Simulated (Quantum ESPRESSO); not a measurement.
# LiCl (Fm-3m): from Born charge to LO-TO splitting

Wanted: the LO mode of LiCl (Fm-3m) from the TO mode and the field response.

Calculated with Quantum ESPRESSO 7.5; DFT LDA, scalar-relativistic, plane waves, PseudoDojo norm-conserving pseudopotentials.

The database entry behind the starting cell differs from later determinations by our own check (0.1 to 0.3 % short, probably kX units), so it need not match the best structure at ambient conditions.

### 1. The relaxed structure

The structure is cubic, space group Fm-3m (No. 225). Conventional cell: a = 4.965 Å, b = 4.965 Å, c = 4.965 Å, α = 90.00°, β = 90.00°, γ = 90.00°. Nearest to Li lie 6 Cl at 2.48 Å. Nearest to Cl lie 6 Li at 2.48 Å. Farther neighbours and most contacts between anions are not listed.

This is the cell after its relaxation at this level of theory, not the database cell from which that began.

### 2. What the response run gave

A linear-response run on the relaxed cell, with the response to an electric field; only its zone-centre results are used. Cutoff 74 Ry, k mesh 6×6×6.

Output:

```text
[banners, grids, parts of the stress and lines that vanish by symmetry left out]
Program PHONON v.7.5
     Reading xml data from directory:

[...]
Exchange-correlation= PW
                           (   1   4   0   0   0   0   0)
[...]
kinetic-energy cut-off    =      74.0000  Ry
     charge density cut-off    =     296.0000  Ry
     convergence threshold     =      1.0E-18
[...]
Exchange-correlation= PW
                           (   1   4   0   0   0   0   0)
[...]
q = (   0.0000000   0.0000000   0.0000000 )
     49 Sym.Ops. (with q -> -q+G )
     G cutoff =  329.9711  (  17837 G-vectors)     FFT grid: ( 40, 40, 40)
     number of k points=    16
[...]
Mode symmetry, O_h (m-3m)  point group:
[...]
Dielectric constant
[...]
End of electric fields calculation
          Dielectric constant in cartesian axis
          (       3.202009196      -0.000000000      -0.000000000 )
          (      -0.000000000       3.202009196      -0.000000000 )
          (      -0.000000000       0.000000000       3.202009196 )
          Effective charges (d Force / dE) in cartesian axis without acoustic sum rule applied (asr)
           atom    1  Li    Mean Z*:        1.16623
      Ex  (        1.16623       -0.00000        0.00000 )
      Ey  (       -0.00000        1.16623       -0.00000 )
      Ez  (        0.00000       -0.00000        1.16623 )
           atom    2  Cl    Mean Z*:       -1.17360
      Ex  (       -1.17360        0.00000        0.00000 )
      Ey  (        0.00000       -1.17360        0.00000 )
      Ez  (        0.00000        0.00000       -1.17360 )
          Effective charges Sum: Mean:       -0.00738
[...]
Effective charges (d Force / dE) in cartesian axis with asr applied:
           atom    1  Li    Mean Z*:        1.16992
[...]
atom    2  Cl    Mean Z*:       -1.16992
[...]
Representation #   1 modes #   1   2   3
[...]
End of self-consistent calculation
     Convergence has been achieved
     Representation #   2 modes #   4   5   6
[...]
End of self-consistent calculation
     Convergence has been achieved
[...]
Dielectric constant in cartesian axis
          (       3.202009196      -0.000000000      -0.000000000 )
          (      -0.000000000       3.202009196      -0.000000000 )
          (      -0.000000000       0.000000000       3.202009196 )
          Effective charges (d Force / dE) in cartesian axis without acoustic sum rule applied (asr)
           atom    1  Li    Mean Z*:        1.16623
      Ex  (        1.16623       -0.00000        0.00000 )
      Ey  (       -0.00000        1.16623       -0.00000 )
      Ez  (        0.00000       -0.00000        1.16623 )
           atom    2  Cl    Mean Z*:       -1.17360
      Ex  (       -1.17360        0.00000        0.00000 )
      Ey  (        0.00000       -1.17360        0.00000 )
      Ez  (        0.00000        0.00000       -1.17360 )
          Effective charges Sum: Mean:       -0.00738
[...]
Effective charges (d Force / dE) in cartesian axis with asr applied:
           atom    1  Li    Mean Z*:        1.16992
[...]
atom    2  Cl    Mean Z*:       -1.16992
[...]
q = (    0.000000000   0.000000000   0.000000000 )
[...]
freq (    1) =      -0.037848 [THz] =      -1.262472 [cm-1]
     freq (    2) =      -0.037848 [THz] =      -1.262472 [cm-1]
     freq (    3) =      -0.037848 [THz] =      -1.262472 [cm-1]
     freq (    4) =       6.847979 [THz] =     228.423989 [cm-1]
     freq (    5) =       6.847979 [THz] =     228.423989 [cm-1]
     freq (    6) =       6.847979 [THz] =     228.423989 [cm-1]
[...]
Mode symmetry, O_h (m-3m)  point group:
     freq (   1-   3) =         -1.3  [cm-1]   --> T_1u G_15  G_4- I
     freq (   4-   6) =        228.4  [cm-1]   --> T_1u G_15  G_4- I

   JOB DONE.
```

| quantity | value |
| --- | --- |
| cell volume Ω (Å³) | 30.592 |
| mass of Li (u) | 6.940 |
| mass of Cl (u) | 35.450 |
| Born charge of Li, raw (e) | 1.166 |
| Born charge of Cl, raw (e) | -1.174 |
| ε∞ | 3.202 |
| ω(TO) after the sum rule (cm⁻¹) | 228.4 |

### 3. The calculation

The charges must sum to zero over the cell; taking off their mean, -0.004 e, leaves Z* = 1.170 e on Li. In the polar mode Li moves against Cl, so the reduced mass is μ = 6.94 × 35.45 / 42.39 = 5.804 u.

A longitudinal wave builds up a field that adds to the restoring force: ω(LO)² = ω(TO)² + 4π Z*² / (μ Ω ε∞), in Hartree atomic units. With μ = 10580 electron masses and Ω = 206.44 bohr³ the second term is 2.4593e-06 Ha², or 118463 cm⁻² (1 Ha = 219474.6 cm⁻¹).

So ω(LO) = √(52176 + 118463) = 413.1 cm⁻¹, and by the Lyddane-Sachs-Teller relation ε₀ = ε∞ (ω(LO)/ω(TO))² = 10.47.

### 4. Check against the program

The analysis program adds the same non-analytic term to the full matrix, here for q along (1 0 0).

Output:

```text
[banner, memory and clock lines left out]
Program DYNMAT v.7.5

     Reading Dynamical Matrix from file g.dyn
     ...Force constants read
     ...epsilon and Z* read

     Polarizability (A^3 units)
     multiply by 0.576700 for Clausius-Mossotti correction
         5.360602   -0.000000   -0.000000
        -0.000000    5.360602    0.000000
        -0.000000   -0.000000    5.360602

     IR activities are in (D/A)^2/amu units

# mode   [cm-1]    [THz]      IR
    1     -0.00   -0.0000    0.0000
    2     -0.00   -0.0000    0.0000
    3      0.00    0.0000    0.0000
    4    228.42    6.8479    5.4408
    5    228.42    6.8479    5.4408
    6    413.09   12.3841    5.4408
```

ε₀ comes from the program's run without a direction of q.

| quantity | by hand | program |
| --- | --- | --- |
| ω(LO) (cm⁻¹) | 413.1 | 413.1 |
| ε₀ | 10.47 | 10.47 |

### 5. What came out

```
TO mode                    : 228.4 cm⁻¹
LO mode                    : 413.1 cm⁻¹
static dielectric constant : 10.47
```

The LO mode of LiCl (Fm-3m) lies at 413 cm⁻¹, 185 cm⁻¹ above the TO mode; the formula meets the program within 0.1 cm⁻¹, as it must for a cubic crystal with one polar mode. ω(LO)² − ω(TO)² goes with Z*²/ε∞: an error of 5 % in ε∞ would move the LO mode by 6.9 cm⁻¹, and semilocal functionals tend to overestimate ε∞. These are harmonic values at zero temperature, at the volume of this functional, for the structure held cubic; stability elsewhere in the zone is no part of this calculation.

[Host names and launcher messages were left out of these logs when they were recorded.]

[Logs are printed without paths, hosts, clocks, repeated set-up lines and the standing remarks that a program may print on its own settings, such as how far it seeks lower states.]

[Hosts, paths, dates, database ids (printed as entryN), source tags and the programs' standing remarks are cut or masked in the printed files.]
